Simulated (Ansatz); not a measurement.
TePt:

```
Pt Te
1.0
     3.95488    0.00000    0.00000
    -1.97744    3.42502    0.00000
     0.00000    0.00000    3.85976
Pt Te
1 1
Direct
  0.00000 0.00000 0.00000
  0.66667 0.33333 0.50000
```

Measurements of this composition are mostly on another form, of space group No. 166.

| Quantity | Value |
| --- | --- |
| Program | Ansatz 0.2.0 |
| Task | relaxation of cell and atoms |
| Functional | r2SCAN |
| Potentials or basis | Ansatz PAW |
| Cutoff | 500 eV (not typed: the program's choice for these potentials) |
| k mesh | 8 × 8 × 7 |
| Occupations | fermi-dirac, width 0.05 eV |
| Spin | no spin polarisation |

At the start: volume 26.14 Å³/atom.

Q: How do energy, volume and symmetry change on relaxing?

A: It ends after 7 steps and the volume is 22.20 Å³/atom (-15.1 %); space group P-6m2 (No. 187, to 0.05 Å).

Step by step:
| step | energy change (eV) | largest force (eV/Å) | volume (Å³) |
| --- | --- | --- | --- |
| 1 | 0.0000 | 0.0000 | 52.28 |
| 2 | -0.3780 | 0.0000 | 46.50 |
| 3 | -0.4225 | 0.0000 | 43.09 |
| 4 | -0.4355 | 0.0000 | 44.42 |
| 5 | -0.4359 | 0.0000 | 44.39 |
| 6 | -0.4360 | 0.0000 | 44.40 |
| 7 | -0.4349 | 0.0000 | 44.40 |

Final structure:
```yaml
crystal:
  lattice:
    - [3.83972, 0.00000, 0.00000]
    - [-1.91986, 3.32529, 0.00000]
    - [0.00000, 0.00000, 3.47711]
  atoms:
    - { symbol: Pt, position: [0.00000, 0.00000, 0.00000] }
    - { symbol: Te, position: [0.66667, 0.33333, 0.50000] }
```

Caveat: the volume moved by over 15 % at a fixed basis, so the end points are rough; the plane-wave basis is chosen anew once the cell has moved, so the energies of steps on either side of that aren't comparable; the PAW data sets come from PBE, with cores solved anew for the run's functional, which leaves a small shift of forces and pressure.
